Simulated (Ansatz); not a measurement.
KF: distorted cells

All numbers below come from DFT PBE, scalar-relativistic, plane waves, PAW in Ansatz.

Plane waves to 420 eV, a k mesh through Γ of 8×8×8 on the computed 2-atom cell and Gaussian smearing (0.02 eV); no spin polarisation.

Reference cell:

```xyz
2
Lattice="0.0000 2.6735 2.6735 2.6735 0.0000 2.6735 2.6735 2.6735 0.0000" Properties=species:S:1:pos:R:3 pbc="T T T"
K     0.0000    0.0000    0.0000
F     2.6735    2.6735    2.6735
```

Each variant moves atoms of this cell by the vectors given, if any (Å), and then applies a symmetric strain (tensor components, Cartesian axes). The reference cell isn't relaxed at this level. Energies are per atom at zero smearing, counted from the lowest variant. Pressure is positive in compression.

1. no strain; moves: F2 (0.000, 0.090, 0.000)
2. no strain; moves: K1 (0.000, 0.000, 0.225)
3. strain (xx yy zz yz xz xy, %) -0.76 -0.76 -0.76 6.00 6.00 6.00
4. strain (xx yy zz yz xz xy, %) 0.20 0.35 -0.25 -1.00 0.59 -0.71; moves: K1 (0.072, -0.181, -0.157); F2 (-0.072, 0.181, 0.157)
5. strain (xx yy zz yz xz xy, %) -3.33 -3.33 -3.33 2.00 -2.00 -2.00
6. strain (xx yy zz yz xz xy, %) 3.30 3.30 3.30 0.00 0.00 0.00
7. strain (xx yy zz yz xz xy, %) -3.17 -3.17 -3.17 0.00 0.00 0.00
8. strain (xx yy zz yz xz xy, %) -0.93 -0.93 -0.93 0.00 0.00 0.00
9. strain (xx yy zz yz xz xy, %) 0.48 0.48 0.48 0.00 0.00 0.00
10. strain (xx yy zz yz xz xy, %) -5.08 -2.28 -4.07 -3.00 0.07 2.62; moves: K1 (0.088, -0.045, -0.011); F2 (-0.088, 0.045, 0.011)

```
variant  ΔE (meV/atom) P (GPa) largest force (eV/Å) gap on mesh (eV) space group
      1            5.1     1.43                  0.15              6.17         I4mm
      2           24.1     2.08                  0.44              6.18         I4mm
      3              ?        ?                     ?                 ?            ?
      4          103.9     4.59                  0.89              6.14           P1
      5           44.8     5.80                  0.00              6.71         R-3m
      6            4.1    -1.42                  0.00              5.69        Fm-3m
      7           37.6     5.57                  0.00              6.71        Fm-3m
      8              ?        ?                     ?                 ?            ?
      9            0.0     0.82                  0.00              6.10        Fm-3m
     10              ?        ?                     ?                 ?            ?
```

Task: Give the withheld rows.

Result:
| variant | ΔE (meV/atom) | P (GPa) | largest force (eV/Å) | gap on mesh (eV) | space group |
| --- | --- | --- | --- | --- | --- |
| 3 | 49.1 | 1.99 | 0.00 | 6.09 | R-3m |
| 8 | 7.9 | 2.37 | 0.00 | 6.32 | Fm-3m |
| 10 | 83.6 | 7.53 | 0.58 | 6.77 | P1 |